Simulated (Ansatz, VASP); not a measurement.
# One calculation of TiN (Osbornite), two programs

```
Ti N
1.0
     0.00000    2.11900    2.11900
     2.11900    0.00000    2.11900
     2.11900    2.11900    0.00000
Ti N
1 1
Cartesian
  0.0000 0.0000 0.0000
  2.1190 2.1190 2.1190
```

Alike in both runs: task single point; functional RPBE; k mesh 12 × 12 × 12; occupations fermi-dirac, width 0.1 eV; no spin polarisation.

|  | VASP | Ansatz |
| --- | --- | --- |
| version | VASP 6.6.1 | Ansatz 0.2.0 |
| potentials or method | VASP PAW PBE potentials, release 64 (Ti_sv, N) | plane waves, PAW |
| plane-wave cutoff (eV) | 520 | 420 |
| valence electrons in the cell | 17 | 17 |

Ansatz gave:

| Item | Value |
| --- | --- |
| pressure (GPa) | 7.2 |

Problem. Which values does VASP return?

Solution. Pressure (GPa): 7.6.

The functional is the same, so the differences come from potentials, cutoffs and numerics.

Caveats: the PAW data sets were made with another functional, which shifts forces and pressure a little (VASP).
